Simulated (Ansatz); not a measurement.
# Li2S: a single-point run

The task is a single-point run on Li2S. The structure is shown as the input types it.

Computed with Ansatz 0.2.0 (density functional or hybrid calculation with the settings of its input, plane waves (as first typed), unless a step's input says otherwise).

6 further runs of the same task are left out: 3 for a known fault of the program, 3 that didn't finish.

## Step 1: The system as given

Symmetry: Fm-3m, No. 225, cubic system. Conventional cell: a = 5.691 Å, b = 5.691 Å, c = 5.691 Å, α = 90.00°, β = 90.00°, γ = 90.00°. S (site symmetry m-3m) has 8 Li at 2.46 Å as nearest neighbours. Li (site symmetry -43m) is surrounded by 4 S at 2.46 Å.

Coordinates:

```cif
data_structure
_symmetry_space_group_name_H-M 'Fm-3m'
_symmetry_Int_Tables_number 225
_cell_length_a 5.6906
_cell_length_b 5.6906
_cell_length_c 5.6906
_cell_angle_alpha 90.000
_cell_angle_beta 90.000
_cell_angle_gamma 90.000
_cell_volume 184.28
loop_
_atom_site_label
_atom_site_type_symbol
_atom_site_symmetry_multiplicity
_atom_site_Wyckoff_symbol
_atom_site_fract_x
_atom_site_fract_y
_atom_site_fract_z
_atom_site_occupancy
S1 S 4 a 0.00000 0.00000 0.00000 1
Li1 Li 8 c 0.25000 0.75000 0.75000 1
```

## Step 2: Running it

File input.yaml:

```yaml
crystal:
  lattice:
    - [0.0, 2.8452942165, 2.8452942165]
    - [2.8452942165, 0.0, 2.8452942165]
    - [2.8452942165, 2.8452942165, 0.0]
  atoms:
    - { symbol: S, position: [0.0, 0.0, 0.0] }
    - { symbol: Li, position: [0.25, 0.25, 0.25] }
    - { symbol: Li, position: [0.75, 0.75, 0.75] }
kpoints:
  mp_grid: { grid: [4, 4, 4] }
hamiltonian:
  xc: hse06
scf:
  occupations: { method: fixed }
  n_extra_bands: 4
  max_iter: 81
output:
  forces: true
  stress: true
  eigenvalues: true
basis:
  ecutwfc: 40
```

On the command line:

```sh
ansatz run input.yaml --threads 4 --pin off --max-ram 3686MiB --backend cpu --events-out ev --progress --plain --runs-dir out
```

What happens when this is run?

This run ends as converged, with warnings (cutoff below recommended, stress exchange threshold loose, stress scf threshold loose). It gives a pressure of -31 GPa, which is large.

In the input, basis.ecutwfc is 40. The basis cutoff is far too low: the plane waves can't represent the orbitals near the cores. The potentials' recommended cutoff is 420 eV.

The test: delete basis.ecutwfc (the default then holds).
